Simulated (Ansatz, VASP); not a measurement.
# Ga36HN36 (start site: H_i (antibonding, by N)) in two plane-wave programs, part 2 of 2

One calculation is typed for both programs; each brings its own data sets. How far apart do they land? Of the first pair: The structure shown is the start of the Ansatz relaxation below; VASP solves that cell, so the two are compared at the walk's first step.

VASP 6.6.1 and Ansatz 0.2.0.

So far. Step 5 (Ansatz: relaxation, r2SCAN): This is the run of step 2 again, met here at its other cell.

### 6. VASP: single point, r2SCAN, relaxed atoms in a fixed cell, pair 2

Level of this step: r2SCAN; plane waves and PAW (Ga_d, N, H) (VASP).

The same cell, functional and mesh now go to VASP, with its own data sets.

The input, INCAR:

```
SYSTEM = Ga36HN36
PREC = Accurate
ENCUT = 580
EDIFF = 1E-06
NELM = 120
ISMEAR = 0
SIGMA = 0.01
LREAL = Auto
ALGO = Normal
METAGGA = R2SCAN
LASPH = .TRUE.
NELECT = 650
NBANDS = 384
LORBIT = 11
LWAVE = .FALSE.
LCHARG = .FALSE.
ISIF = 2
ISYM = 0
GGA_COMPAT = .FALSE.
EFERMI = MIDGAP
LMIXTAU = .TRUE.
NCORE = 2
```

The input, POSCAR:

```
Ga36HN36
1.0
    9.2633231100     -0.0000000087      0.0000000000
   -4.6316615475      8.0222731243      0.0000000000
    0.0000000000      0.0000000000     10.0566333400
Ga N H
36 36 1
Direct
    0.2215750904      0.1091197710      0.2505888157
    0.1097726214      0.2207183681      0.4995000007
    0.2209541528      0.1096853391      0.7536415486
    0.1090338214      0.2212857584      0.0012354828
    0.2197104901      0.4422694350      0.2499231669
    0.1098329492      0.5551317245      0.4995641875
    0.2203988834      0.4426418337      0.7488038440
    0.1090366437      0.5537798977      0.0012080550
    0.2212529509      0.7771198194      0.2505945248
    0.1127047852      0.8893678588      0.5028026568
    0.2210249208      0.7762537553      0.7534959951
    0.1073810405      0.8866945867      0.0042776710
    0.5534119993      0.1092553849      0.2506083109
    0.4411620784      0.2176768024      0.5029218509
    0.5544584815      0.1096758376      0.7535667791
    0.4436429921      0.2229239629      0.0042639570
    0.5610829082      0.4568904545      0.2536728587
    0.4445715611      0.5551576165      0.4995782685
    0.5541419021      0.4423367888      0.7490092726
    0.4411817382      0.5536649532      0.9967179197
    0.5609781092      0.7694479949      0.2531927991
    0.4411662846      0.8891889512      0.5026153098
    0.5540121359      0.7766968890      0.7489237582
    0.4434455793      0.8868172125      0.0042586638
    0.8882023127      0.1107769755      0.2499615336
    0.7754454504      0.2207670239      0.4995402968
    0.8880818257      0.1103686333      0.7487080157
    0.7765921035      0.2212591706      0.0011831187
    0.8882147059      0.4422928639      0.2498754437
    0.7753115698      0.5552085492      0.4997044617
    0.8881495442      0.4425699774      0.7489448748
    0.7767044086      0.5536903606      0.9970135963
    0.8737013406      0.7695482894      0.2536599571
    0.7751124757      0.8858317966      0.4995295163
    0.8883694172      0.7766322869      0.7489630765
    0.7765828698      0.8891349132      0.9966668668
    0.2207304690      0.1098177296      0.4392446432
    0.1099661324      0.2204775188      0.1892552662
    0.2206176491      0.1097063555      0.9416021440
    0.1105142912      0.2202245261      0.6878992395
    0.2208678400      0.4434709775      0.4387218277
    0.1099277083      0.5541375808      0.1891728227
    0.2182869146      0.4421602359      0.9361111645
    0.1105571204      0.5551943510      0.6879382501
    0.2206763398      0.7769624792      0.4392250783
    0.1050669563      0.8849058968      0.1920378932
    0.2205224306      0.7769210066      0.9414755515
    0.1119435363      0.8884405660      0.6912555359
    0.5535736340      0.1097261708      0.4392773048
    0.4457425872      0.2255904633      0.1920040000
    0.5533958716      0.1097285990      0.9415518690
    0.4422039837      0.2187309223      0.6913511484
    0.5505519289      0.4363960262      0.4446022370
    0.4338378732      0.5495135376      0.1813224075
    0.5535166603      0.4427553553      0.9367904184
    0.4429521514      0.5539134812      0.6885657695
    0.5504851519      0.7796808727      0.4439815181
    0.4451940744      0.8852326669      0.1920098113
    0.5533250375      0.7768802582      0.9366526816
    0.4422888552      0.8884605253      0.6910689091
    0.8869763608      0.1095713949      0.4387545731
    0.7763685297      0.2205995354      0.1891488677
    0.8881802518      0.1120102640      0.9360125851
    0.7754694142      0.2201965053      0.6879179716
    0.8871461928      0.4434387041      0.4386654630
    0.7810769458      0.5496224419      0.1817751522
    0.8880991198      0.4421891475      0.9362729262
    0.7769176582      0.5538164220      0.6886907018
    0.8939981596      0.7799673658      0.4446278916
    0.7808553254      0.8966609282      0.1812746915
    0.8875391924      0.7768217836      0.9367613540
    0.7767689818      0.8878164182      0.6885042149
    0.6652021685      0.6652593606      0.3177237075
```

The input, KPOINTS:

```
Points of the shifted mesh
1
Reciprocal
 0.2500000000  0.2500000000  0.2500000000 1
```

PAW data sets: Ga_d, N and H (PBE family, release 64).

Launch:

```bash
> mpirun -np 8 vasp_std
```

The log of the run:

```text
[banner, memory and clock lines left out]
running    8 mpi-ranks, on    1 nodes
[...]
[... a notice as in an earlier step ...]

 LDA part: xc-table for (None), standard interpolation
 POSCAR, INCAR and KPOINTS ok, starting setup
[...]
entering main loop
       N       E                     dE             d eps       ncg     rms          rms(c)
DAV:   1     0.135564782226E+05    0.13556E+05   -0.23833E+05   768   0.358E+03
DAV:   2     0.271538054202E+04   -0.10841E+05   -0.10300E+05   768   0.102E+03
DAV:   3    -0.425251847228E+03   -0.31406E+04   -0.29453E+04   904   0.360E+02
DAV:   4    -0.897991548606E+03   -0.47274E+03   -0.46056E+03   800   0.139E+02
DAV:   5    -0.959530169039E+03   -0.61539E+02   -0.60936E+02  1304   0.491E+01BRMIX: very serious problems
 the old and the new charge density differ
 old charge density:   649.00000 new  650.00000
    0.458E+01
DAV:   6    -0.830827947503E+03    0.12870E+03   -0.22579E+02  1288   0.602E+01    0.148E+01
DAV:   7    -0.778379191521E+03    0.52449E+02   -0.60275E+01   896   0.171E+01    0.102E+01
DAV:   8    -0.815266002895E+03   -0.36887E+02   -0.28249E+01   896   0.370E+01    0.533E+00
DAV:   9    -0.787359388803E+03    0.27907E+02   -0.92130E+00   872   0.139E+01    0.418E+00
[...]
DAV:  27    -0.777941660185E+03   -0.28745E-04   -0.24700E-05   896   0.674E-02    0.136E-02
DAV:  28    -0.777941657966E+03    0.22187E-05   -0.27779E-05   888   0.163E-02    0.131E-02
DAV:  29    -0.777941658411E+03   -0.44516E-06   -0.38392E-06   688   0.726E-03
   1 F= -.77794166E+03 E0= -.77794166E+03  d E =0.000000E+00
```

From OUTCAR (step 6):

```text
  FREE ENERGIE OF THE ION-ELECTRON SYSTEM (eV)
  ---------------------------------------------------
  free  energy   TOTEN  =      -777.9416584113 eV

  energy  without entropy=     -777.9416584113  energy(sigma->0) =     -777.94165841

[... 1 part as in an earlier step ...]
```

The run ends at a pressure of 26.62 GPa, with forces up to 0.029 eV/Å.

### 7. Comparison

Both answers:

```csv
quantity,Ansatz,VASP,difference
gap on the k mesh (eV),3.287,3.267,+0.020
```

The largest component of a force difference here is 22 meV/Å. A gap on the mesh is an upper bound, since the band edges may lie between its points. The cell carries a charge of -1 e against a uniform background, so its pressure also hangs on how the neutralising background is counted, and in a defect's cell a gap may be the spacing between its levels.

### 8. What came out

| Property | Result |
| --- | --- |
| r.m.s. force difference (single point, r2SCAN, start cell, pair 1) | 2.0 % of the r.m.s. force |
| difference in gap on the k mesh (single point, r2SCAN, relaxed atoms in a fixed cell, pair 2) | 0.020 eV |
| r.m.s. force difference (single point, r2SCAN, relaxed atoms in a fixed cell, pair 2) | 6.8 meV/Å |

The r.m.s. force difference is 2.0 % of the r.m.s. force (single point, r2SCAN, start cell, pair 1), within the 3 % picked in this series as the mark of a large difference. Such differences can come from data sets, numerical settings and the points named under the comparisons, not from the functional's error against experiment.

[Lines on the potential files, build, host, timing and source positions are cut from VASP's logs without a mark.]

[Logs are printed without paths, hosts, clocks, repeated set-up lines and the standing remarks that a program may print on its own settings, such as how far it seeks lower states.]

[Hosts, paths, dates, database ids (printed as entryN), source tags and the programs' standing remarks are cut or masked in the printed files.]
